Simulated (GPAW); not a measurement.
Runs of GPAW 26.7.0 on SnSe2. The structure is trigonal, space group P-3m1 (No. 164). The conventional cell has a = 3.811 Å, b = 3.811 Å, c = 6.136 Å, α = 90.00°, β = 90.00°, γ = 120.00°. Sn (site symmetry -3m) is surrounded by 6 Se at 2.68 Å. Around Se (site symmetry 3m) lie 3 Sn at 2.68 Å. 

| task | level | potentials or basis | spin | cell | optimizer | fmax | max steps | eigensolver | band path | gap on the mesh (eV) | pressure (GPa) | relaxed volume (Å³/atom) | largest force (eV/Å) |
| --- | --- | --- | --- | --- | --- | --- | --- | --- | --- | --- | --- | --- | --- |
| relaxation of cell and atoms | r2SCAN | GPAW PAW data sets (gpaw-data 1.2.1), pw | off | relaxed | LBFGS | 0.05 eV/Å | 40 | - | - | 1.05 | 0.1 | (b) | 0.01 |
| relaxation of cell and atoms | BLYP+D4 | PAW data sets generated in the run's folder for this functional, pw | off | relaxed | LBFGS | 0.02 eV/Å | 60 | davidson | - | 0.42 | 0.0 | (d) | 0.01 |
| band structure | LDA | PAW data sets generated in the run's folder for this functional, pw | off | as given | - | - | - | - | GMKGALHA,LM,KH | 0.63 | 0.6 | - | 0.41 |
| band structure | AM05 | PAW data sets generated in the run's folder for this functional, pw | SOC, no magnetisation | as given | - | - | - | - | GMKGALHA,LM,KH | 0.69 | 2.6 | - | 0.45 |
| band structure | optB88-vdW | GPAW PAW data sets (gpaw-data 1.2.1), pw | SOC, no magnetisation | as given | - | - | - | - | GMKGALHA,LM,KH | 0.68 | - | - | 1.00 |
| band structure | RPBE | the program's PAW data sets (release 1.2.1) made for this functional, pw | SOC, no magnetisation | as given | - | - | - | - | GMKGALHA,LM,KH | 0.81 | 7.2 | - | (a) |
| relaxation of cell and atoms | PW91 | PAW data sets generated in the run's folder for this functional, pw | off | relaxed | FIRE | 0.05 eV/Å | 60 | - | - | 0.69 | 0.0 | 28.41 | 0.04 |
| relaxation of cell and atoms | RPBE+D3 | the program's PAW data sets (release 1.2.1) made for this functional, pw | off | relaxed | BFGS | 0.02 eV/Å | 100 | - | - | 0.77 | 0.0 | (c) | 0.01 |

Alike in all rows: k mesh 6 × 6 × 3; cutoff (eV) 600; smearing fermi-dirac 0.05 eV.

Q: Estimate the missing entries.

A: (a) 0.78; (b) 27.83; (c) 27.29; (d) 25.98.

Caveats: spin-orbit coupling is left out, which moves the levels of the heavy elements (some runs); later steps reuse the first step's grids (some runs); an odd mesh through Γ misses points on the zone boundary, where band edges often lie (some runs); spin-orbit coupling was added after a scalar SCF, so levels and gaps hold it while energy, forces, pressure and moments don't (some runs); this program's spin-orbit splittings come out too wide for heavy elements (some runs); this functional lacks dispersion, which binds the layers, so the pressure and a relaxed spacing across them are unreliable (some runs); the PAW data sets were made with another functional, which shifts forces and pressure a little (some runs).

A k mesh can miss the band edges, and rows without SOC leave out spin-orbit coupling on Se, Sn.

Runs at the PBE level aren't shown here.
